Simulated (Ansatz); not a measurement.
# An O vacancy in rutile SiO2, 71 atoms, charge 0

How high is the barrier for this jump? The start is relaxed, a band joins it to the far end, and PBEsol and HSE06 are the levels used.

All numbers are computed with Ansatz 0.2.0 (PAW, plane waves).

## Step 1: Starting point

71 atoms (24 Si, 47 O); a = 8.389 Å, b = 8.389 Å, c = 8.036 Å, α = 90.00°, β = 90.00°, γ = 90.00°. All atoms were shaken off their sites by about 0.02 Å along each axis. Defect site 1: (0.597, 0.403, 0.500).

The runs, in order: (2) PBEsol relaxation at the single k point (¼, ¼, ¼), on 1 × NVIDIA GB200 with 8 threads of Arm Neoverse-V2; (3) HSE06 single point at the single k point (¼, ¼, ¼), on 1 × NVIDIA GB200 with 8 threads of Arm Neoverse-V2; (4) PBEsol band at the single k point (¼, ¼, ¼), on 1 × NVIDIA GB200 with 8 threads of Arm Neoverse-V2; (5) HSE06 single point at the single k point (¼, ¼, ¼), on 1 × NVIDIA GB200 with 8 threads of Arm Neoverse-V2.

## Step 2: PBEsol relaxation in the fixed cell

in.yaml reads:

```yaml
crystal:
  lattice:
    - [8.388693, 0.000000, 0.000000]
    - [0.000000, 8.388693, 0.000000]
    - [0.000000, 0.000000, 8.035643]
  atoms:
    - { symbol: Si, position: [0.002966, 0.003320, 0.999917] }
    - { symbol: Si, position: [0.001092, 0.003225, 0.332979] }
    - { symbol: Si, position: [0.999388, 0.001748, 0.670624] }
    - { symbol: Si, position: [0.997830, 0.499700, 0.001469] }
    - { symbol: Si, position: [0.998597, 0.502720, 0.333000] }
    - { symbol: Si, position: [0.004153, 0.498201, 0.669266] }
    - { symbol: Si, position: [0.498193, 0.999672, 0.001250] }
    - { symbol: Si, position: [0.500818, 0.002271, 0.330848] }
    - { symbol: Si, position: [0.501134, 0.997491, 0.670074] }
    - { symbol: Si, position: [0.500019, 0.503585, 0.999358] }
    - { symbol: Si, position: [0.499494, 0.500399, 0.333841] }
    - { symbol: Si, position: [0.502998, 0.501415, 0.663387] }
    - { symbol: Si, position: [0.247736, 0.245958, 0.166187] }
    - { symbol: Si, position: [0.249873, 0.248345, 0.500096] }
    - { symbol: Si, position: [0.250558, 0.248758, 0.838821] }
    - { symbol: Si, position: [0.253683, 0.749683, 0.167700] }
    - { symbol: Si, position: [0.250743, 0.746303, 0.499065] }
    - { symbol: Si, position: [0.253625, 0.752788, 0.838612] }
    - { symbol: Si, position: [0.751737, 0.249902, 0.164408] }
    - { symbol: Si, position: [0.750083, 0.249711, 0.499127] }
    - { symbol: Si, position: [0.749688, 0.249321, 0.835615] }
    - { symbol: Si, position: [0.749251, 0.750207, 0.167601] }
    - { symbol: Si, position: [0.748913, 0.752149, 0.495918] }
    - { symbol: Si, position: [0.751691, 0.754562, 0.829215] }
    - { symbol: O, position: [0.154942, 0.150864, 0.999158] }
    - { symbol: O, position: [0.154843, 0.149450, 0.335488] }
    - { symbol: O, position: [0.151901, 0.155723, 0.671689] }
    - { symbol: O, position: [0.151571, 0.649358, 0.003383] }
    - { symbol: O, position: [0.153974, 0.653011, 0.335668] }
    - { symbol: O, position: [0.152500, 0.654434, 0.666004] }
    - { symbol: O, position: [0.654398, 0.149096, 0.004339] }
    - { symbol: O, position: [0.652390, 0.151742, 0.330152] }
    - { symbol: O, position: [0.652674, 0.151173, 0.665793] }
    - { symbol: O, position: [0.652953, 0.654358, 0.000781] }
    - { symbol: O, position: [0.659165, 0.651541, 0.329593] }
    - { symbol: O, position: [0.654858, 0.655286, 0.666817] }
    - { symbol: O, position: [0.345045, 0.348484, 0.996977] }
    - { symbol: O, position: [0.350264, 0.344502, 0.334048] }
    - { symbol: O, position: [0.346541, 0.344972, 0.666046] }
    - { symbol: O, position: [0.344666, 0.848465, 0.996049] }
    - { symbol: O, position: [0.351419, 0.847727, 0.337560] }
    - { symbol: O, position: [0.348277, 0.846920, 0.664878] }
    - { symbol: O, position: [0.852597, 0.348140, 0.998956] }
    - { symbol: O, position: [0.849295, 0.343343, 0.337718] }
    - { symbol: O, position: [0.852336, 0.346269, 0.665281] }
    - { symbol: O, position: [0.846002, 0.842163, 0.001278] }
    - { symbol: O, position: [0.845824, 0.848421, 0.333938] }
    - { symbol: O, position: [0.845140, 0.844454, 0.663426] }
    - { symbol: O, position: [0.096917, 0.404279, 0.164447] }
    - { symbol: O, position: [0.092149, 0.404848, 0.500501] }
    - { symbol: O, position: [0.097559, 0.404914, 0.835805] }
    - { symbol: O, position: [0.097049, 0.900202, 0.168198] }
    - { symbol: O, position: [0.102527, 0.903942, 0.500418] }
    - { symbol: O, position: [0.098033, 0.902015, 0.834647] }
    - { symbol: O, position: [0.598318, 0.407588, 0.165659] }
    - { symbol: O, position: [0.596689, 0.403767, 0.833737] }
    - { symbol: O, position: [0.598917, 0.899167, 0.170535] }
    - { symbol: O, position: [0.597161, 0.898832, 0.497945] }
    - { symbol: O, position: [0.595124, 0.902629, 0.835756] }
    - { symbol: O, position: [0.400393, 0.096551, 0.170396] }
    - { symbol: O, position: [0.404286, 0.100538, 0.498048] }
    - { symbol: O, position: [0.398717, 0.099418, 0.834880] }
    - { symbol: O, position: [0.402208, 0.594357, 0.166104] }
    - { symbol: O, position: [0.409333, 0.595621, 0.497344] }
    - { symbol: O, position: [0.405723, 0.597064, 0.833657] }
    - { symbol: O, position: [0.903534, 0.097483, 0.164003] }
    - { symbol: O, position: [0.903104, 0.099114, 0.496938] }
    - { symbol: O, position: [0.904961, 0.102113, 0.830167] }
    - { symbol: O, position: [0.903748, 0.598842, 0.167503] }
    - { symbol: O, position: [0.901011, 0.593880, 0.495347] }
    - { symbol: O, position: [0.901309, 0.600313, 0.832904] }
  symmetry: { detect: false }
kpoints:
  mp_grid: { grid: [1, 1, 1], shift: [0.25, 0.25, 0.25] }
hamiltonian:
  xc: pbesol
scf:
  occupations: { method: fermi_dirac, width: 0.01 }
relax:
  f_tol: 0.03
  max_steps: 80
  escape_saddle: false
  adjacent_minimum: "off"
output:
  forces: true
  eigenvalues: true
  populations: true
```

Run with:

```bash
$ ansatz run in.yaml --threads 8 --pin off --max-ram 118750MiB --runs-dir r --events-out ev --progress --plain --backend cuda --devices 0, --max-vram 170GiB
```

The runs that follow: HSE06 single point; Elastic band between the two sites; Single point with HSE06.

What does the calculation give? Wanted: for each run, top filled to lowest empty.

As calculated:

| level | time | top filled to lowest empty (eV) |
| --- | --- | --- |
| PBEsol, relaxation | 4.4 s (GPU) | 4.25 |
| HSE06 | 8.5 s (GPU) | 5.56 |
| HSE06, at the band's top | 8.7 s (GPU) | 2.13 |

| quantity | value |
| --- | --- |
| relaxation | 7 recorded steps, 1.37 eV gained |
| largest shift | 0.10 Å (O64) |
| barrier forwards, backwards | 4.59, 4.59 eV |
| jump | O by 2.49 Å |
| band iterations | 9 |
| top less start by HSE06 | 5.16 eV |

Relaxation gains 1.37 eV, with shifts up to 0.10 Å (O64). The PBEsol barrier is 4.59 eV forwards and 4.59 eV back, about 177 times kT at 300 K. The cell's size and k points aren't converged for it. The top is a first-order saddle. On the same two geometries HSE06 gives 5.16 eV. At the same k points, PBEsol gives a spacing 1.31 eV smaller than the 5.56 eV of HSE06. In a defect cell this spacing can involve defect levels, so it need not be the gap.
